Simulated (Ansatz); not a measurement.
# Bi2Se3 (Paraguanajuatite) (R-3m) in Ansatz: further runs

Runs on Bi2Se3 (Paraguanajuatite). Level: PBEsol. Tasks: single point, equation of state.

Everything below comes from runs of Ansatz 0.2.0. Logs are shortened: lines on timing, memory, paths and dates and some standing lists are left out, and cuts for length are marked.

### Step 1. The structure

The structure is trigonal, space group R-3m (No. 166). The conventional cell has a = 4.143 Å, b = 4.143 Å, c = 28.636 Å, α = 90.00°, β = 90.00°, γ = 120.00°. Bi (site symmetry 3m) is surrounded by 6 Se at 2.85 to 3.07 Å. Se (site symmetry 3m) is surrounded by 3 Bi at 2.85 Å. Around Se (site symmetry -3m) lie 6 Bi at 3.07 Å.

### Step 2. Single point, PBEsol, 26.68 Å³/atom (volume scaled by 0.94)

Contents of input.yaml:

```yaml
crystal:
  lattice:
    - [2.0292126242, 1.1715664548, 9.3504759364]
    - [-2.0292126242, 1.1715664548, 9.3504759364]
    - [0.0, -2.3431329097, 9.3504759364]
  atoms:
    - { symbol: Bi, position: [0.5992, 0.5992, 0.5992] }
    - { symbol: Bi, position: [0.4008, 0.4008, 0.4008] }
    - { symbol: Se, position: [0.7883, 0.7883, 0.7883] }
    - { symbol: Se, position: [0.2117, 0.2117, 0.2117] }
    - { symbol: Se, position: [0.0, 0.0, 0.0] }
kpoints:
  mp_grid: { grid: [8, 8, 8] }
scf:
  occupations: { method: fermi_dirac, width: 0.05 }
hamiltonian:
  xc: pbesol
  pseudopotentials: { kind: all_electron, lapw: { basis_error: 0.002 } }
output:
  forces: true
  stress: true
  eigenvalues: true
```

Potentials or basis: all-electron LAPW, scalar-relativistic.

Started as:

```console
ansatz run input.yaml --threads 4 --pin off --max-ram 12288MiB --backend cpu --events-out ev --progress --plain --runs-dir out
```

The program printed:

```text
Warning: RAYON_NUM_THREADS=4 ignored (pool sized by the plan → 4); use --threads N
LAPW: plane waves up to 7.589 Å⁻¹, error target 2.0e-3 eV per atom; small_component_spin mean_spin; Se in spheres of 1.322 Å, 24 of its electrons in bands, Dirac shells []; Bi in spheres of 1.471 Å, 37 of its electrons in bands, Dirac shells [] (how accurate: hamiltonian.pseudopotentials.lapw.basis_error, Limitations)
Engine: ansatz 0.2.0, x86_64-unknown-linux-gnu
Pseudopotentials: kind: all_electron
Pseudopotential: Bi, LAPW, valence charge 37, lapw/all_electron/scalar/gaussian/Bi, Koelling and Harmon's equation, gaussian nucleus
Pseudopotential: Se, LAPW, valence charge 24, lapw/all_electron/scalar/gaussian/Se, Koelling and Harmon's equation, gaussian nucleus
Functional definition: PBEsol
  exchange = pbesol_x
  correlation = pbesol_c
Crystal: 5 atoms, lattice volume = 133.377 Å³
Basis set: ecut = 219.42571195818144 eV, 977 PW (Γ), FFT grids on a1−a3, a2−a3, a3, exchange–correlation at level 2
Bands: 88, of which v1, the nominal top of the filled ones, is band 73 counted from 1 (72 counted from 0)
Symmetry: 12 space group operations
Space group: R-3m (ITA 166), of the structure as read, at distance tolerance 5.1e-5 Å
k-points: 65 of 512
Non-local potential: Bi, projectors of the file, none
Non-local potential: Se, projectors of the file, none
Initial density: superposition of atomic densities (chi_scale 0.1, normalization cell, long waves kept (reshape's long-wave potential 0.86 eV rms))
Initial wavefunctions: plane waves of lowest kinetic energy (no species holds an atomic orbital)
Functional: x = pbesol(κ = 0.804, μ = 0.12345679012345678), c = pbesol(β = 0.046)
iter 1 solved again at ethr=1.71e-3 eV; its pass at ethr=1.00e-1 eV (dr2=2.49e0 eV) is discarded
SCF iter   1: F=—  HF=-1369347.823312 eV  |F-HF|=—  |Δ(HF+E_count)|=         —  Δρ=2.68e-2  dr2=2.49e0  ethr=1.71e-3  ⟨swp⟩=2.0  Hψ=35157  notcnv=0
preconditioner: auto → Resta (q_TF=auto, 2.770 Å⁻¹)  ε∞=2.4  [insulator: Δε(μ)=0.506 eV  Ē_g=18.972 eV  σ=0.050 eV  W_gap=0.99  n_scr=44 (ndim 8)  ℏωp=22.3 eV  f_vac=0.119  D(μ)=0.00/eV (n_scr^D=0)  ε∞_Penn≈2.4]
SCF iter   2: F=—  HF=-1369347.228865 eV  |F-HF|=—  |Δ(HF+E_count)|=   5.94e-1  Δρ=1.01e-2  dr2=6.10e-1  ethr=1.71e-3  ⟨swp⟩=2.9  Hψ=17972  notcnv=0
preconditioner: auto → Kerker (q_TF=auto, 2.770 Å⁻¹)  [metal: Δε(μ)=0.042 eV  Ē_g=19.258 eV  σ=0.050 eV  W_gap=0.21  n_scr=44 (ndim 8)  ℏωp=22.3 eV  f_vac=0.127  D(μ)=0.05/eV (n_scr^D=0)]
SCF iter   3: F=—  HF=-1369347.185719 eV  |F-HF|=—  |Δ(HF+E_count)|=   4.31e-2  Δρ=8.19e-3  dr2=2.41e-1  ethr=4.18e-4  ⟨swp⟩=2.0  Hψ=16754  notcnv=0
SCF iter   4: F=—  HF=-1369347.162819 eV  |F-HF|=—  |Δ(HF+E_count)|=         —  Δρ=3.10e-3  dr2=1.15e-1  ethr=1.65e-4  ⟨swp⟩=2.0  Hψ=16255  notcnv=0
the basis was enlarged: its passes take 161.8 KiB over the memory plan, 4 of 4 planned eigensolver slots
SCF iter   5: F=—  HF=-1369347.149737 eV  |F-HF|=—  |Δ(HF+E_count)|=   1.31e-2  Δρ=1.19e-3  dr2=1.18e-2  ethr=7.90e-5  ⟨swp⟩=2.0  Hψ=16666  notcnv=0
SCF iter   6: F=—  HF=-1369347.147827 eV  |F-HF|=—  |Δ(HF+E_count)|=   1.91e-3  Δρ=7.27e-4  dr2=3.11e-3  ethr=8.11e-6  ⟨swp⟩=2.0  Hψ=16781  notcnv=0
SCF iter   7: F=—  HF=-1369347.147698 eV  |F-HF|=—  |Δ(HF+E_count)|=   1.29e-4  Δρ=4.51e-4  dr2=8.27e-4  ethr=2.13e-6  ⟨swp⟩=2.0  Hψ=16776  notcnv=0
SCF iter   8: F=—  HF=-1369347.147653 eV  |F-HF|=—  |Δ(HF+E_count)|=   4.58e-5  Δρ=1.99e-4  dr2=1.57e-4  ethr=5.67e-7  ⟨swp⟩=2.0  Hψ=16775  notcnv=0
SCF iter   9: F=—  HF=-1369347.147665 eV  |F-HF|=—  |Δ(HF+E_count)|=   1.27e-5  Δρ=9.85e-5  dr2=2.24e-5  ethr=1.08e-7  ⟨swp⟩=3.0  Hψ=16973  notcnv=0
SCF iter  10: F=—  HF=-1369347.147670 eV  |F-HF|=—  |Δ(HF+E_count)|=   4.32e-6  Δρ=5.06e-5  dr2=5.20e-6  ethr=1.53e-8  ⟨swp⟩=3.0  Hψ=16880  notcnv=0
SCF iter  11: F=—  HF=-1369347.147672 eV  |F-HF|=—  |Δ(HF+E_count)|=   2.19e-6  Δρ=1.80e-5  dr2=7.66e-7  ethr=3.56e-9  ⟨swp⟩=3.0  Hψ=17197  notcnv=0
SCF iter  12: F=—  HF=-1369347.147672 eV  |F-HF|=—  |Δ(HF+E_count)|=   1.30e-8  Δρ=7.63e-6  dr2=1.47e-7  ethr=5.24e-10  ⟨swp⟩=3.0  Hψ=17102  notcnv=0
SCF iter  13: F=-1369347.147672 eV  HF=-1369347.147672 eV  |F-HF|=5.82e-9  |Δ(HF+E_count)|=   5.22e-8  Δρ=3.67e-6  dr2=2.77e-8  ethr=1.01e-10  ⟨swp⟩=3.0  Hψ=16969  notcnv=0
SCF 1 converged in 13 iterations: F = -1369347.147672 eV  dr2 = 2.77e-8
SCF converged after 13 iterations
Free energy (F): -1369347.147672 eV
Harris-Foulkes:  -1369347.147672 eV  (|F-HF|=5.82e-9)
Internal energy: -1369347.147296 eV  (E = F + TS)
E sigma→0 (E₀):  -1369347.147484 eV
Entropy (-TS):   -0.000376 eV (-0.075 meV/atom)
Fermi energy:    12.282137 eV
--- Per-component energies (eV) ---
  E_band       = -10046.952314
  E_kinetic    = 1558511.309983
  E_xc         = -28351.312886
  E_electrostatic = -2899507.144393  (all electrons and nuclei)
  E_smearing   = -0.000376  (= −TS)
  E_closure    = 0.000000  (closes the sum)
  E_atoms      = -1369325.263901  (free atoms, spherical and without spin; not in F)
  Σ components = -1369347.147672   (vs F -1369347.147672, Δ=0.00e0)
  Basis errors (estimates in eV, not in F): energy 8.1e-4 per atom: plane waves 7.5e-4 (4.2e-4 summed), levels above the bands 7.8e-78, relativity 1.2e-7, radial functions 5.9e-5, core shells 1.4e-7; eigenvalues (radial functions only) 2.1e-6; not estimated: angular momenta, meshes, grids; target (lapw.basis_error) 2.0e-3; muffin-tin radii Se 1.322 Å, Bi 1.471 Å
--- Forces (eV/Å), atoms counted from 1 ---
  atom   1  Bi     0.00000000    -0.00000000     0.35410136
  atom   2  Bi     0.00000000     0.00000000    -0.35410136
  atom   3  Se     0.00000000    -0.00000000     0.58255613
  atom   4  Se     0.00000000     0.00000000    -0.58255613
  atom   5  Se     0.00000000    -0.00000000     0.00000000
  max |Σ_I F_I| component: 6.31e-30 eV/Å
--- Stress (GPa, compression-positive) ---
        4.171355       0.000000       0.000000
        0.000000       4.171355       0.000000
        0.000000       0.000000       4.090523
  P = ⅓ Tr σ = 4.1444 GPa (41.444 kbar)
--- Band table (eV; the first three rows and the last of 65) ---
  k-point 0: bands = ["-195.2706", "-195.2706", "-195.1465", "-141.2827", "-141.2827", "-136.4228", "-136.4228", "-136.4200", "-136.4200", "-136.4200", "-136.4200", "-136.4198", "-136.4198", "-136.4177", "-136.4177", "-136.4177", "-136.4177", "-136.4177", "-136.4177", "-134.9376", "-134.9376", "-134.9376", "-134.9376", "-134.9305", "-134.9305", "-134.8351", "-134.7996", "-134.7996", "-79.4969", "-79.4969", "-79.4969", "-79.4969", "-79.4944", "-79.4944", "-35.3741", "-35.3741", "-35.3736", "-35.3736", "-35.3679", "-35.3679", "-35.3673", "-35.3673", "-35.3644", "-35.3642", "-35.2645", "-35.2573", "-35.2573", "-35.2282", "-35.2282", "-10.9323", "-10.9323", "-10.9293", "-10.9293", "-10.9116", "-10.9083", "-10.9000", "-10.9000", "-10.8961", "-10.8961", "-2.7848", "-1.9732", "-1.0179", "2.6056", "3.4744", "9.8239", "9.9536", "10.1219", "10.1219", "10.1434", "10.1434", "10.8384", "10.8384", "12.2392", "12.3217", "13.5253", "13.5253", "14.2863", "14.9819", "14.9819", "17.8366", "19.0655", "19.0655", "19.1248", "19.4124", "19.8710", "19.8710", "20.8434", "20.8434"]
  k-point 1: bands = ["-195.2706", "-195.2706", "-195.1465", "-141.2827", "-141.2827", "-136.4228", "-136.4228", "-136.4200", "-136.4200", "-136.4200", "-136.4200", "-136.4198", "-136.4198", "-136.4177", "-136.4177", "-136.4177", "-136.4177", "-136.4177", "-136.4177", "-134.9376", "-134.9376", "-134.9376", "-134.9376", "-134.9305", "-134.9305", "-134.8351", "-134.7996", "-134.7996", "-79.4969", "-79.4969", "-79.4969", "-79.4969", "-79.4944", "-79.4944", "-35.3740", "-35.3740", "-35.3736", "-35.3736", "-35.3679", "-35.3679", "-35.3673", "-35.3672", "-35.3644", "-35.3642", "-35.2645", "-35.2573", "-35.2573", "-35.2282", "-35.2282", "-10.9360", "-10.9324", "-10.9280", "-10.9251", "-10.9089", "-10.9056", "-10.9020", "-10.9000", "-10.8982", "-10.8956", "-2.6297", "-1.8388", "-0.9191", "2.5114", "3.3014", "8.8589", "8.9613", "9.5833", "9.6756", "10.2376", "10.6860", "10.7446", "11.1343", "11.4291", "13.3048", "13.9727", "14.0585", "14.3284", "14.9659", "15.2766", "17.4273", "18.0468", "19.1725", "19.3554", "19.8810", "20.1194", "20.5018", "20.7784", "21.6118"]
  k-point 2: bands = ["-195.2706", "-195.2706", "-195.1465", "-141.2827", "-141.2827", "-136.4228", "-136.4228", "-136.4200", "-136.4200", "-136.4200", "-136.4200", "-136.4198", "-136.4198", "-136.4177", "-136.4177", "-136.4177", "-136.4177", "-136.4177", "-136.4177", "-134.9376", "-134.9376", "-134.9376", "-134.9376", "-134.9305", "-134.9305", "-134.8351", "-134.7996", "-134.7996", "-79.4969", "-79.4969", "-79.4969", "-79.4969", "-79.4944", "-79.4944", "-35.3740", "-35.3740", "-35.3737", "-35.3735", "-35.3680", "-35.3679", "-35.3673", "-35.3672", "-35.3643", "-35.3642", "-35.2645", "-35.2573", "-35.2573", "-35.2282", "-35.2281", "-10.9463", "-10.9410", "-10.9199", "-10.9169", "-10.9103", "-10.9049", "-10.8991", "-10.8970", "-10.8947", "-10.8931", "-2.1775", "-1.4674", "-0.6671", "2.1301", "2.8105", "7.6598", "8.2009", "8.7179", "9.0442", "9.5802", "10.1934", "10.7969", "10.9263", "11.6671", "13.3394", "14.1815", "14.4026", "15.0407", "15.4802", "16.3165", "16.6450", "18.2439", "19.4190", "19.8580", "20.1167", "20.6240", "21.0863", "21.6052", "22.4447"]
  k-point 64: bands = ["-195.2706", "-195.2706", "-195.1465", "-141.2827", "-141.2827", "-136.4228", "-136.4228", "-136.4200", "-136.4200", "-136.4200", "-136.4200", "-136.4198", "-136.4198", "-136.4177", "-136.4177", "-136.4177", "-136.4177", "-136.4177", "-136.4177", "-134.9376", "-134.9376", "-134.9376", "-134.9376", "-134.9305", "-134.9305", "-134.8351", "-134.7996", "-134.7996", "-79.4969", "-79.4969", "-79.4969", "-79.4969", "-79.4944", "-79.4944", "-35.3741", "-35.3741", "-35.3736", "-35.3736", "-35.3679", "-35.3679", "-35.3673", "-35.3673", "-35.3644", "-35.3642", "-35.2645", "-35.2573", "-35.2573", "-35.2282", "-35.2282", "-10.9323", "-10.9323", "-10.9293", "-10.9293", "-10.9113", "-10.9086", "-10.9001", "-10.9001", "-10.8960", "-10.8960", "-2.6125", "-2.3434", "-0.6760", "2.0585", "3.9673", "9.2079", "10.0063", "10.0063", "10.4023", "10.4023", "10.6109", "10.6437", "10.6437", "11.7311", "12.7529", "13.8734", "13.8734", "14.2945", "14.5939", "14.5939", "17.7797", "18.7107", "18.7107", "19.0858", "19.4610", "20.3880", "21.1361", "21.1361", "21.2483"]
```

It took 75 s on 4 threads of Intel Xeon at 2.50GHz (Skylake/Cascade Lake), shared host; peak memory 1.1 GiB.

What came out:

| Item | Value |
| --- | --- |
| Free energy | -1369347.1477 eV |
| Pressure | 4.1 GPa |
| Largest force | 0.583 eV/Å |
| Band gap on the k mesh | 0.08 eV, direct |

Caveat: spin-orbit coupling is left out, which as a rule narrows the gap of such compounds by several tenths of an eV.

### Step 3. Single point, PBEsol, 27.24 Å³/atom (volume scaled by 0.96)

input.yaml, as its differences from that of step 2:

```diff
@@ -2,5 +2,5 @@
   lattice:
-    - [2.0292126242, 1.1715664548, 9.3504759364]
-    - [-2.0292126242, 1.1715664548, 9.3504759364]
-    - [0.0, -2.3431329097, 9.3504759364]
+    - [2.0435033248, 1.1798171946, 9.416326528]
+    - [-2.0435033248, 1.1798171946, 9.416326528]
+    - [0.0, -2.3596343894, 9.416326528]
   atoms:
```

Potentials or basis: all-electron LAPW, scalar-relativistic.

Started as:

```console
ansatz run input.yaml --threads 4 --pin off --max-ram 12288MiB --backend cpu --events-out ev --progress --plain --runs-dir out
```

Wall time 73 s (4 threads of Intel Xeon at 2.50GHz (Skylake/Cascade Lake), shared host); peak memory 1.1 GiB.

Results (log left out):

| Property | Result |
| --- | --- |
| Free energy | -1369347.2061 eV |
| Pressure | 2.5 GPa |
| Largest force | 0.397 eV/Å |
| Band gap on the k mesh | 0.10 eV, direct |

Caveat: spin-orbit coupling is left out, which as a rule narrows the gap of such compounds by several tenths of an eV.

### Step 4. Single point, PBEsol, 27.81 Å³/atom (volume scaled by 0.98)

input.yaml, as its differences from that of step 3:

```diff
@@ -2,5 +2,5 @@
   lattice:
-    - [2.0435033248, 1.1798171946, 9.416326528]
-    - [-2.0435033248, 1.1798171946, 9.416326528]
-    - [0.0, -2.3596343894, 9.416326528]
+    - [2.0575968965, 1.1879541221, 9.4812687632]
+    - [-2.0575968965, 1.1879541221, 9.4812687632]
+    - [0.0, -2.3759082442, 9.4812687632]
   atoms:
```

Started as:

```console
ansatz run input.yaml --threads 4 --pin off --max-ram 12288MiB --backend cpu --events-out ev --progress --plain --runs-dir out
```

Wall time 78 s (4 threads of Intel Xeon at 2.50GHz (Skylake/Cascade Lake), shared host); peak memory 1.1 GiB.

The run converged. Its results:

```
Free energy            : -1369347.2368 eV
Pressure               : 1.0 GPa
Largest force          : 0.224 eV/Å
Band gap on the k mesh : 0.12 eV, direct
```

Caveat: spin-orbit coupling is left out, which as a rule narrows the gap of such compounds by several tenths of an eV.

### Step 5. Single point, PBEsol, 28.38 Å³/atom

input.yaml, as its differences from that of step 4:

```diff
@@ -2,5 +2,5 @@
   lattice:
-    - [2.0575968965, 1.1879541221, 9.4812687632]
-    - [-2.0575968965, 1.1879541221, 9.4812687632]
-    - [0.0, -2.3759082442, 9.4812687632]
+    - [2.0715, 1.1959810826, 9.5453333333]
+    - [-2.0715, 1.1959810826, 9.5453333333]
+    - [0.0, -2.3919621653, 9.5453333333]
   atoms:
```

Started as:

```console
ansatz run input.yaml --threads 4 --pin off --max-ram 12288MiB --backend cpu --events-out ev --progress --plain --runs-dir out
```

Run time: 76 s. Hardware: 4 threads of Intel Xeon at 2.50GHz (Skylake/Cascade Lake), shared host; peak memory 1.1 GiB.

Results (log left out):

| Item | Value |
| --- | --- |
| Free energy | -1369347.2429 eV |
| Pressure | -0.3 GPa |
| Largest force | 0.155 eV/Å |
| Band gap on the k mesh | 0.14 eV, direct |

Caveat: spin-orbit coupling is left out, which as a rule narrows the gap of such compounds by several tenths of an eV.

### Step 6. Single point, PBEsol, 28.95 Å³/atom (volume scaled by 1.02)

input.yaml, as its differences from that of step 5:

```diff
@@ -2,5 +2,5 @@
   lattice:
-    - [2.0715, 1.1959810826, 9.5453333333]
-    - [-2.0715, 1.1959810826, 9.5453333333]
-    - [0.0, -2.3919621653, 9.5453333333]
+    - [2.0852189429, 1.2039017179, 9.6085493036]
+    - [-2.0852189429, 1.2039017179, 9.6085493036]
+    - [0.0, -2.407803436, 9.6085493036]
   atoms:
```

Potentials or basis: all-electron LAPW, scalar-relativistic.

Started as:

```console
ansatz run input.yaml --threads 4 --pin off --max-ram 12288MiB --backend cpu --events-out ev --progress --plain --runs-dir out
```

Run time: 61 s. Hardware: 4 threads of Intel Xeon at 2.50GHz (Skylake/Cascade Lake), shared host; peak memory 1.1 GiB.

The run converged. Its results:

```
Free energy            : -1369347.2267 eV
Pressure               : -1.5 GPa
Largest force          : 0.096 eV/Å
Band gap on the k mesh : 0.15 eV, direct
```

Caveat: spin-orbit coupling is left out, which as a rule narrows the gap of such compounds by several tenths of an eV.

### Step 7. Single point, PBEsol, 29.51 Å³/atom (volume scaled by 1.04)

input.yaml, as its differences from that of step 6:

```diff
@@ -2,5 +2,5 @@
   lattice:
-    - [2.0852189429, 1.2039017179, 9.6085493036]
-    - [-2.0852189429, 1.2039017179, 9.6085493036]
-    - [0.0, -2.407803436, 9.6085493036]
+    - [2.098759705, 1.2117194806, 9.6709442292]
+    - [-2.098759705, 1.2117194806, 9.6709442292]
+    - [0.0, -2.4234389614, 9.6709442292]
   atoms:
```

Started as:

```console
ansatz run input.yaml --threads 4 --pin off --max-ram 12288MiB --backend cpu --events-out ev --progress --plain --runs-dir out
```

Run time: 59 s. Hardware: 4 threads of Intel Xeon at 2.50GHz (Skylake/Cascade Lake), shared host; peak memory 1.1 GiB.

Results (log left out):

- Free energy: -1369347.1907 eV
- Pressure: -2.5 GPa
- Largest force: 0.225 eV/Å
- Band gap on the k mesh: 0.17 eV, direct

Caveat: spin-orbit coupling is left out, which as a rule narrows the gap of such compounds by several tenths of an eV.

### Step 8. Single point, PBEsol, 30.08 Å³/atom (volume scaled by 1.06)

input.yaml, as its differences from that of step 7:

```diff
@@ -2,5 +2,5 @@
   lattice:
-    - [2.098759705, 1.2117194806, 9.6709442292]
-    - [-2.098759705, 1.2117194806, 9.6709442292]
-    - [0.0, -2.4234389614, 9.6709442292]
+    - [2.1121279616, 1.2194376472, 9.7325442609]
+    - [-2.1121279616, 1.2194376472, 9.7325442609]
+    - [0.0, -2.4388752945, 9.7325442609]
   atoms:
```

Started as:

```console
ansatz run input.yaml --threads 4 --pin off --max-ram 12288MiB --backend cpu --events-out ev --progress --plain --runs-dir out
```

Wall time 56 s (4 threads of Intel Xeon at 2.50GHz (Skylake/Cascade Lake), shared host); peak memory 1.1 GiB.

It converged, with:

```yaml
Free_energy: -1369347.1370 eV
Pressure: -3.5 GPa
Largest_force: 0.355 eV/Å
Band_gap_on_the_k_mesh: 0.18 eV, direct
```

Caveat: spin-orbit coupling is left out, which as a rule narrows the gap of such compounds by several tenths of an eV.

### Step 9. Equation of state, PBEsol

Potentials or basis: all-electron LAPW, scalar-relativistic.

This step only gathers the single runs of the series.

Results:

```
Equilibrium volume                        : 28.24 Å³/atom
Bulk modulus at fixed shape and positions : 64 GPa
Pressure derivative of the bulk modulus   : 4.5
```

Energy against volume, from the lowest point:
| volume (Å³/atom) | energy (meV/atom) |
| --- | --- |
| 26.675 | 19.04 |
| 27.243 | 7.36 |
| 27.810 | 1.21 |
| 28.378 | 0.00 |
| 28.946 | 3.23 |
| 29.513 | 10.43 |
| 30.081 | 21.18 |

Caveat: the cell was scaled at fixed shape and fractional positions, which overstates the stiffness of a crystal with free parameters, most of all of layers and chains; spin-orbit coupling is left out, which moves the levels of the heavy elements.
